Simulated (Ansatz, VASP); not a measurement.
# One calculation of Os, two programs

The input INCAR:

```
SYSTEM = Os
PREC = Accurate
ENCUT = 600
EDIFF = 1E-6
ISMEAR = -1
SIGMA = 0.05
LREAL = .False.
LASPH = .True.
NELM = 80
ALGO = Normal
ISIF = 3
LWAVE = .False.
LCHARG = .False.
GGA = B5
ALDAX = 1.0
AGGAX = 1.0
AGGAC = 1.0
ALDAC = 0.0
IVDW = 13
VDW_S6 = 1.0
VDW_S8 = 2.34076671
VDW_A1 = 0.44488865
VDW_A2 = 4.0933009
IBRION = 2
NSW = 60
EDIFFG = -0.01
```

KPOINTS

```
Automatic mesh
0
Gamma
  11 11 6
  0 0 0
```

POSCAR

```
Os
1.0
    2.7341000000      0.0000000000      0.0000000000
   -1.3670500000      2.3678000565      0.0000000000
    0.0000000000      0.0000000000      4.3197000000
Os
2
Direct
    0.6666666667      0.3333333333      0.7500000000
    0.3333333333      0.6666666667      0.2500000000
```

Contents of input.yaml:

```yaml
crystal:
  lattice:
    - [2.7341, 0.0, 0.0]
    - [-1.36705, 2.3678000565, 0.0]
    - [0.0, 0.0, 4.3197]
  atoms:
    - { symbol: Os, position: [0.6666666667, 0.3333333333, 0.75] }
    - { symbol: Os, position: [0.3333333333, 0.6666666667, 0.25] }
hamiltonian:
  xc: blyp
  pseudopotentials: { kind: paw }
  dispersion: d4
kpoints:
  mp_grid: { grid: [11, 11, 6] }
scf:
  occupations: { method: fermi_dirac, width: 0.05 }
output:
  forces: true
  stress: true
relax:
  f_tol: 0.01
  max_steps: 40
  cell: { stress_tol: 0.05 }
```

Alike in both runs: task relaxation of cell and atoms; functional BLYP; dispersion D4; k mesh 11 × 11 × 6; occupations fermi-dirac, width 0.05 eV; no spin polarisation.

|  | VASP | Ansatz |
| --- | --- | --- |
| version | VASP 6.6.1 | Ansatz 0.2.0 |
| potentials or method | VASP PAW PBE potentials, release 64 (Os) | Ansatz PAW |
| plane-wave cutoff (eV) | 600 | 420 |
| valence electrons in the cell | 16 | 32 |

VASP gave:

* relaxed volume (Å³/atom): 14.47
* relaxed cell length with the largest relative difference (Å): 2.766
* energy change over the relaxation (meV/atom): -22

Problem. Estimate Ansatz's values.

Solution. Relaxed volume (Å³/atom): 14.35; relaxed cell length with the largest relative difference (Å): 2.759; energy change over the relaxation (meV/atom): -12.

The two sets of potentials don't hold the same shells in valence.

Caveats: the PAW data sets were made with another functional, which shifts forces and pressure a little (VASP); pairwise dispersion overbinds metals, which lowers pressure and volume (VASP); the plane-wave basis is chosen anew once the cell has moved, so the energies of steps on either side of that aren't comparable (Ansatz); the PAW data sets come from PBE, with cores solved anew for the run's functional, which leaves a small shift of forces and pressure (Ansatz). Zero-point motion and thermal expansion aren't in these numbers. The runs have no spin-orbit coupling, so splittings on Os are missing.
